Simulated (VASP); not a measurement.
Set up this calculation in VASP 6.6.1, as the native input.

* Task: relaxation of cell and atoms
* Functional: PBE
* Potentials or basis: VASP PAW PBE potentials, release 64 (C)
* Cutoff: 900 eV
* k mesh: 13 × 13 × 8
* Occupations: fermi-dirac, width 0.05 eV
* Spin: no spin polarisation
* Further INCAR settings: ALGO = Fast; EDIFF = 1e-07; IBRION = 2; EDIFFG = -0.01; NSW = 40; ISIF = 3

The structure of C lies in POSCAR:

```
C
1.0
    2.1273203072     -1.2282824400      0.0000000000
    2.1273203072      1.2282824400      0.0000000000
   -1.3790696309      0.0000000000      3.5028300786
C
2
Direct
    0.1666444700      0.1666444700      0.9999069600
    0.8333555300      0.8333555300      0.0000930400
```

This is a stacking variant of graphite.

The input as run:

INCAR

```
SYSTEM = C
ALGO = Fast
EDIFF = 1E-7
EDIFFG = -0.01
ENCUT = 900
GGA = PE
IBRION = 2
ISIF = 3
ISMEAR = -1
LASPH = .True.
LCHARG = .False.
LREAL = .False.
LWAVE = .False.
NELM = 60
NSW = 40
PREC = Accurate
SIGMA = 0.05
```

KPOINTS

```
k-points
0
Gamma
  13 13 8
  0 0 0
```

Potentials or basis: VASP PAW PBE potentials, release 64 (C).

The run is started by

```bash
$ cat potpaw_PBE.64/C/POTCAR > POTCAR
$ mpirun -np 1 vasp_std > vasp.out
```

It gave:

| Item | Value |
| --- | --- |
| Relaxed volume | 10.67 Å³/atom |
| Relaxed cell | a = 2.467 Å, b = 2.467 Å, c = 4.284 Å, α = 106.44°, β = 106.44°, γ = 60.00° |
| Space group after relaxing (to 0.05 Å) | R-3m (No. 166) |
| Energy gained by relaxing | 8.3 meV/atom |
| Ionic steps | 39 |
| Pressure after relaxing | 0.0 GPa |
| Band gap on the k mesh | 1.29 eV, direct |

Caveat: the volume moved by over 15 % at a fixed basis, so the end points are rough; an odd mesh through Γ misses points on the zone boundary, where band edges often lie; this functional lacks dispersion, which binds the layers, so the pressure and a relaxed spacing across them are unreliable, and here the layers came unbound.

It took 15 min on 1 thread of Intel(R) Xeon(R) Platinum 8488C (Sapphire Rapids) (shared host), peak memory 0.26 GiB.
